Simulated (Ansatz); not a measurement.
## BN at several levels of theory

One geometry, relaxed with PBE+D3(BJ), and single points on it; plane waves with PAW potentials in Ansatz, scalar-relativistic unless the row names spin-orbit coupling. No spin polarisation. Meshes are on the primitive cell of 2 atoms. Gaps are the least over mesh and band path; pressure is positive in compression. Smearing is Gaussian, 0.02 eV. Rows that don't name D3 lack it, which shows in their pressure. Stresses of the hybrids are converged loosely, to a few tenths of a GPa.

```
B N
1.0
     0.00000    3.33948    2.16883
     1.25384    0.00000    2.16883
     1.25384    3.33948    0.00000
B N
1 1
Direct
  0.00011 0.00011 0.99989
  0.66659 0.66659 0.33341
```

```tsv
level	cutoff (eV)	k mesh	gap (eV)	pressure (GPa)	rough cost with bands (core-min)
HSE06	420	8×8×8	4.77	-2.4	4
```

Q: What does PBE0 give on the same cell?

A:
| level | cutoff (eV) | k mesh | gap (eV) | pressure (GPa) | rough cost with bands (core-min) |
| --- | --- | --- | --- | --- | --- |
| PBE0 | 420 | 8×8×8 | 5.51 | -2.4 | 5 |

Each cell of BN holds layers, and where no dispersion correction was added their binding is poorly described.

This form isn't the usual stable structure of the compound.